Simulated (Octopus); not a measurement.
# CaO (Fm-3m) in Octopus: reference runs

Reference runs on CaO: the cell as given.

Everything below comes from runs of Octopus 16.4. Logs are shortened: lines on timing, memory, paths and dates and some standing lists are left out, and cuts for length are marked.

### 1 The structure

The structure is cubic, space group Fm-3m (No. 225). The conventional cell has a = 4.807 Å, b = 4.807 Å, c = 4.807 Å, α = 90.00°, β = 90.00°, γ = 90.00°. Around Ca (site symmetry m-3m) lie 6 O at 2.40 Å. O (site symmetry m-3m) is surrounded by 6 Ca at 2.40 Å.

The cell is a database's computed one.

### 2 Single point, PBEsol

inp

```
CalculationMode = gs
UnitsOutput = eV_Angstrom
PeriodicDimensions = 3
ExperimentalFeatures = yes
PseudopotentialSet = pseudodojo_pbesol
%LatticeParameters
 1*angstrom | 1*angstrom | 1*angstrom
%
%LatticeVectors
 0 | 2.403555696 | 2.403555696
 2.403555696 | 0 | 2.403555696
 2.403555696 | 2.403555696 | 0
%
%ReducedCoordinates
 "Ca" | 0 | 0 | 0
 "O" | 0.5 | 0.5 | 0.5
%
%Spacing
 0.13073619*angstrom | 0.13073619*angstrom | 0.13073619*angstrom
%
DerivativesOrder = 8
%KPointsGrid
 10 | 10 | 10
%
KPointsUseSymmetries = yes
XCFunctional = gga_x_pbe_sol + gga_c_pbe_sol
SmearingFunction = fermi_dirac
Smearing = 0.05*eV
ExtraStates = 6
Eigensolver = chebyshev_filter
ConvRelDens = 3e-7
MaximumIter = 120
%Output
 density | cube
 elf | cube
 potential | cube
%
```

Potentials or basis: pseudodojo_pbesol (PseudoDojo 0.4, PBEsol).

On the command line:

```
$ OMP_NUM_THREADS=1 octopus > out.log
```

out.log:

```text
Running octopus

[... 13 lines left out ...]

Input: [AllElectronType = no]
Input: [PseudopotentialSet = pseudodojo_pbesol]
Reading Coordinates from ReducedCoordinates block

****************************** Species *******************************
  Species 'Ca'
    type             : pseudopotential
    file             : 'Ca.upf'
    file format      : UPF2
    valence charge   : 10.0
    atomic number    :  20
    form on file     : kleinman-bylander
    lmax             : 2
    llocal           : -1
    projectors per l : 2
    total projectors : 6
    application form : kleinman-bylander
    orbitals         :  5
    bound orbitals   :  5

  Species 'O'
    type             : pseudopotential
    file             : 'O.upf'
    file format      : UPF2
    valence charge   : 6.0
    atomic number    :   8
    form on file     : kleinman-bylander
    lmax             : 2
    llocal           : -1
    projectors per l : 2
    total projectors : 6
    application form : kleinman-bylander
    orbitals         :  4
    bound orbitals   :  4

**********************************************************************

***************************** Symmetries *****************************
Space group No.  225
International: Fm-3m
Schoenflies: Oh^5
Info: The system has    48 symmorphic symmetries that can be used.
  Index                Rotation matrix                      Fractional translations
    1 :     1   0   0     0   1   0     0   0   1      0.000000    0.000000    0.000000
    2 :    -1   0   0     0  -1   0     0   0  -1      0.000000    0.000000    0.000000
    3 :     1   0  -1     1   0   0     1  -1   0      0.000000    0.000000    0.000000
    4 :    -1   0   1    -1   0   0    -1   1   0      0.000000    0.000000    0.000000
    5 :     0   1  -1     1   0  -1     0   0  -1      0.000000    0.000000    0.000000
    6 :     0  -1   1    -1   0   1     0   0   1      0.000000    0.000000    0.000000
[... 40 lines left out ...]
   47 :     0   1  -1    -1   1   0     0   1   0      0.000000    0.000000    0.000000
   48 :     0  -1   1     1  -1   0     0  -1   0      0.000000    0.000000    0.000000
Info: The system also has     0 nonsymmorphic symmetries (not used for electrons).
**********************************************************************

Input: [CurvMethod = curv_affine]
Input: [DerivativesStencil = stencil_stargeneral]

****************************** Lattice *******************************
  Lattice Vectors [A]
    0.000000    2.403556    2.403556
    2.403556    0.000000    2.403556
    2.403556    2.403556    0.000000
  Cell volume =            27.7711 [A^3]
  Reciprocal-Lattice Vectors [A^-1]
   -1.307060    1.307060    1.307060
    1.307060   -1.307060    1.307060
    1.307060    1.307060   -1.307060
  Cell angles [degree]
    alpha =   60.000
    beta  =   60.000
    gamma =   60.000
**********************************************************************

Checking if the generated full k-point grid is symmetric

    47 k-points generated from parameters :
 ---------------------------------------------------
    n =   10   10   10

    s1  =  0.00  0.00  0.00

   index |      weight  |             coordinates              |
       1 |     0.001000 |    0.000000    0.000000    0.000000  |
       2 |     0.008000 |    0.100000    0.000000    0.000000  |
       3 |     0.006000 |    0.100000    0.100000    0.000000  |
       4 |     0.012000 |   -0.100000    0.100000    0.000000  |
       5 |     0.024000 |   -0.100000    0.100000    0.100000  |
       6 |     0.008000 |    0.200000    0.000000    0.000000  |
[... 39 lines left out ...]
      46 |     0.012000 |   -0.400000    0.500000    0.100000  |
      47 |     0.003000 |    0.500000    0.500000    0.000000  |

Input: [SmearingFunction = fermi_dirac]
Input: [SymmetrizeDensity = yes]

******************************* States *******************************
Total electronic charge  =       16.000
Number of states         =       14
States block-size        =        4
**********************************************************************
[... 5 lines left out ...]
Simulation Box:
  Type = parallelepiped
[... 62 lines left out ...]
Info: Could not find 'restart/gs' directory for restart.
[... 18 lines left out ...]
** Warning:
**   Cannot do LCAO for all states because there are not enough atomic orbitals.
**   Required: 14. Available: 9. 5 orbitals will be randomized.

Info: Unnormalized total charge =     15.998966
Info: Renormalized total charge =     16.000000

** Warning:
**   Symmetrization discrepancy ratio (scalar) =  5.36083E-05

Info: Setting up Hamiltonian.
Info: Performing initial LCAO calculation with      9 orbitals.
Info: Getting Hamiltonian matrix elements.

Eigenvalues [eV]
 #st  Spin   Eigenvalue      Occupation
#k =       1, k = (  0.000000,  0.000000,  0.000000)
   1   --   -34.991917       2.000000
   2   --   -16.173624       2.000000
   3   --   -15.840230       2.000000
   4   --   -15.840230       2.000000
   5   --   -15.839634       2.000000
   6   --    -0.674616       2.000000
   7   --    -0.674616       2.000000
   8   --    -0.671454       2.000000
   9   --     6.265106       2.000000
#k =       2, k = (  0.100000,  0.000000,  0.000000)
   1   --   -34.931423       2.000000
   2   --   -16.434641       2.000000
   3   --   -15.683172       2.000000
   4   --   -15.682642       2.000000
   5   --   -15.244996       2.000000
   6   --    -0.559531       2.000000
   7   --    -0.472787       2.000000
   8   --    -0.469966       2.000000
   9   --     6.691424       2.000000
[... 45 further k-points ...]
Fermi energy =     8.452080 eV
Generating random wavefunctions for states       10 and above
Orthogonalizing wavefunctions.
Info: Ground-state restart information will be written to 'restart/gs'.
Info: SCF using complex wavefunctions.
Info: Starting SCF iteration.

** Warning:
**   Symmetrization discrepancy ratio (scalar) =  3.66938E-02

*********************** SCF CYCLE ITER #    1 ************************
 etot  = -1.54858429E+03 abs_ev   =  5.78E+01 rel_ev   =  2.79E-01
 ediff =        5.69E+01 abs_dens =  1.92E+00 rel_dens =  1.20E-01
Matrix vector products: 1175
Converged eigenvectors: 0

#  State  KPoint  Eigenvalue [eV]  Occupation    Error
      1       1      -34.995771    2.000000   ( 1.3E-06)
      1       2      -34.984780    2.000000   ( 1.2E-05)
      1       3      -34.981164    2.000000   ( 2.0E-05)
      1       4      -34.967858    2.000000   ( 5.7E-05)
      1       5      -34.958347    2.000000   ( 9.0E-05)
      1       6      -34.955853    2.000000   ( 5.1E-05)
      1      10      -34.943201    2.000000   ( 1.2E-04)
      1       7      -34.936661    2.000000   ( 1.3E-04)
[... 23 lines left out ...]
     14      14       17.086436    0.000000   ( 2.3E-01)
     14      30       17.119325    0.000000   ( 1.4E-01)
     14      31       17.211169    0.000000   ( 1.4E-01)
     14      25       17.441615    0.000000   ( 1.6E-01)
     14      15       17.504788    0.000000   ( 1.5E-01)
     14      44       17.687504    0.000000   ( 1.8E-01)
     14       5       18.569619    0.000000   ( 1.7E-01)
     14      24       19.527306    0.000000   ( 2.0E-01)

Density of states:

------------------------%---------------------------------------------
------------------------%---------------------------------------------
------------------------%---------------------------------------------
------------------------%-----------------%%--------------------------
------------------------%-----------------%%--------------------------
%-----------------------%-----------------%%--------------%-----------
%-----------------------%-----------------%%--------------%-%---------
%---------------------%-%-%---------------%%-----------%%-%%%---------
%---------------------%%%%%---------------%%----------%%%%%%%---------
%---------------------%%%%%--------------%%%---------%%%%%%%%%%%%%%---
                                                ^

Fermi energy =     2.587404 eV

**********************************************************************

*********************** SCF CYCLE ITER #    2 ************************
 etot  = -1.50592690E+03 abs_ev   =  1.33E+01 rel_ev   =  6.87E-02
 ediff =        1.57E+00 abs_dens =  1.17E+00 rel_dens =  7.32E-02
Matrix vector products: 1175
Converged eigenvectors: 0
[... 163 lines left out ...]
*********************** SCF CYCLE ITER #   16 ************************
 etot  = -1.50396899E+03 abs_ev   =  6.54E-05 rel_ev   =  3.42E-07
 ediff =        3.82E-06 abs_dens =  1.47E-06 rel_dens =  9.18E-08
Matrix vector products: 1175
Converged eigenvectors: 49

#  State  KPoint  Eigenvalue [eV]  Occupation    Error
      1       1      -35.473802    2.000000   ( 2.1E-08)
      1       2      -35.463833    2.000000   ( 1.9E-08)
      1       3      -35.460544    2.000000   ( 1.9E-08)
      1       4      -35.448476    2.000000   ( 2.0E-08)
      1       5      -35.439825    2.000000   ( 2.0E-08)
      1       6      -35.437610    2.000000   ( 2.0E-08)
      1      10      -35.425997    2.000000   ( 1.9E-08)
      1       7      -35.420178    2.000000   ( 2.1E-08)
[... 23 lines left out ...]
     14      41       14.327556    0.000000   ( 2.5E-02)
     14      35       14.330053    0.000000   ( 2.9E-02)
     14      27       14.338070    0.000000   ( 2.5E-02)
     14      43       14.476597    0.000000   ( 2.2E-02)
     14      37       15.298129    0.000000   ( 2.9E-02)
     14      40       15.542878    0.000000   ( 2.8E-02)
     14      45       15.548471    0.000000   ( 1.9E-02)
     14      38       15.587227    0.000000   ( 1.8E-02)

Density of states:

--------------------------%-------------------------------------------
--------------------------%-------------------------------------------
--------------------------%----------------------%--------------------
-------------------------%%----------------------%------------%-------
%------------------------%%----------------------%------------%-------
%------------------------%%----%-----------------%%-----------%%------
%------------------------%%----%----------------%%%---------%%%%%-----
%------------------------%%----%----------------%%%--------%%%%%%-----
%------------------------%%----%----------------%%%-------%%%%%%%%----
%------------------------%%---%%----------------%%%-----%%%%%%%%%%%%--
                                                    ^

Fermi energy =     2.953383 eV

**********************************************************************

Info: SCF converged in   16 iterations

** Warning:
**   Some of the states are not fully converged!

Info: Number of matrix-vector products:      18800
Info: Writing output to static/

Info: Finished writing information to 'restart/gs'.

Octopus emitted 21 warnings.
```

Run time: 4.5 min. Hardware: 1 thread of Arm Neoverse V2, shared host; peak memory 0.79 GiB.

Results:

```yaml
Free_energy: -1503.9690 eV
Band_gap_on_the_k_mesh: 3.56 eV, indirect (least direct gap 3.94 eV)
```

Levels at points of the mesh, in eV from the valence-band top:
```tsv
k point	band 5	band 6	band 7	band 8	band 9	band 10	band 11	band 12
(0.00, 0.00, 0.00)	-15.39	0.00	0.00	0.00	4.59	6.21	6.21	6.21
(0.50, 0.00, 0.00)	-14.17	-2.67	-1.20	-1.20	7.02	8.34	8.38	8.38
(0.50, 0.50, 0.00)	-15.15	-1.32	-0.38	-0.38	3.56	8.05	8.93	9.59
```
